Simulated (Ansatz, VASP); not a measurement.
**Two plane-wave programs on HfN**

Contents of INCAR:

```
SYSTEM = HfN
ALGO = Normal
EDIFF = 1E-6
ENCUT = 520
GGA = PE
ISIF = 2
ISMEAR = 0
LASPH = .TRUE.
LCHARG = .FALSE.
LREAL = .FALSE.
LWAVE = .FALSE.
NBANDS = 14
NELM = 100
PREC = Accurate
SIGMA = 0.15
```

The input KPOINTS:

```
k-points
0
G
  18 18 18
  0 0 0
```

POSCAR

```
HfN
1.0
    0.0000000000      2.2590000000      2.2590000000
    2.2590000000      0.0000000000      2.2590000000
    2.2590000000      2.2590000000      0.0000000000
Hf N
1 1
Direct
    0.0000000000      0.0000000000      0.0000000000
    0.5000000000      0.5000000000      0.5000000000
```

Input for Ansatz:

```yaml
crystal:
  lattice:
    - [0.0, 2.259, 2.259]
    - [2.259, 0.0, 2.259]
    - [2.259, 2.259, 0.0]
  atoms:
    - { symbol: Hf, position: [0.0, 0.0, 0.0] }
    - { symbol: "N", position: [0.5, 0.5, 0.5] }
basis:
  ecutwfc: 420
kpoints:
  mp_grid: { grid: [18, 18, 18] }
hamiltonian:
  xc: pbe
scf:
  occupations: { method: gaussian, width: 0.15 }
output:
  forces: true
  stress: true
  eigenvalues: true
```

Alike in both runs: task single point; functional PBE; k mesh 18 × 18 × 18; occupations gaussian, width 0.15 eV; no spin polarisation.

|  | VASP | Ansatz |
| --- | --- | --- |
| version | VASP 6.6.1 | Ansatz 0.2.0 |
| potentials or method | VASP PAW PBE potentials, release 64 (Hf_pv, N) | scalar-relativistic, plane waves, PAW |
| plane-wave cutoff (eV) | 520 | 420 |
| valence electrons in the cell | 15 | 31 |

```csv
,VASP,Ansatz,Ansatz less VASP
gap on the k mesh at the Fermi level (eV),none,none,-
pressure (GPa),3.0,5.4,+2.40
```

A gap of «none» marks a metal or a gap that the smearing closes. With one functional, cell and mesh, what is left measures potentials, basis and numerics. The two sets of potentials don't hold the same shells in valence.

The runs have no spin-orbit coupling, so splittings on Hf are missing.
